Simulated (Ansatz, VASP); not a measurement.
# Ta3N in VASP and in Ansatz

```
Ta N
1.0
     3.03222    0.00000    0.00000
    -1.51611    2.62598    0.00000
     0.00000    0.00000    7.52414
Ta N
3 1
Direct
  0.66667 0.33333 0.82607
  0.33333 0.66667 0.17393
  0.00000 0.00000 0.50000
  0.00000 0.00000 0.00000
```

The cell comes from a database or a generator and needn't be the stable form of this composition.

Alike in both runs: task relaxation of cell and atoms; functional BLYP; k mesh 7 × 7 × 3; occupations fermi-dirac, width 0.05 eV; no spin polarisation.

```csv
,VASP,Ansatz
version,VASP 6.6.1,Ansatz 0.2.0
potentials or method,"VASP PAW PBE potentials, release 64 (Ta_pv, N)",Ansatz PAW
plane-wave cutoff (eV),600,420
valence electrons in the cell,38,44
```

|  | VASP | Ansatz | Ansatz less VASP |
| --- | --- | --- | --- |
| gap on the k mesh at the Fermi level, each at its own relaxed structure (eV) | none | none | - |
| relaxed volume (Å³/atom) | 15.48 | 15.40 | -0.075 |
| relaxed cell length with the largest relative difference (Å) | 7.773 | 7.754 | -0.0185 |
| energy change over the relaxation (meV/atom) | -17 | -13 | +4.0 |

A gap of «none» marks a metal or a gap that the smearing closes. The two sets of potentials don't hold the same shells in valence.

Caveats: the PAW data sets were made with another functional, which shifts forces and pressure a little (VASP); the plane-wave basis is chosen anew once the cell has moved, so the energies of steps on either side of that aren't comparable (Ansatz); the PAW data sets come from PBE, with cores solved anew for the run's functional, which leaves a small shift of forces and pressure (Ansatz). Spin-orbit coupling is left out, which matters for the levels of Ta.
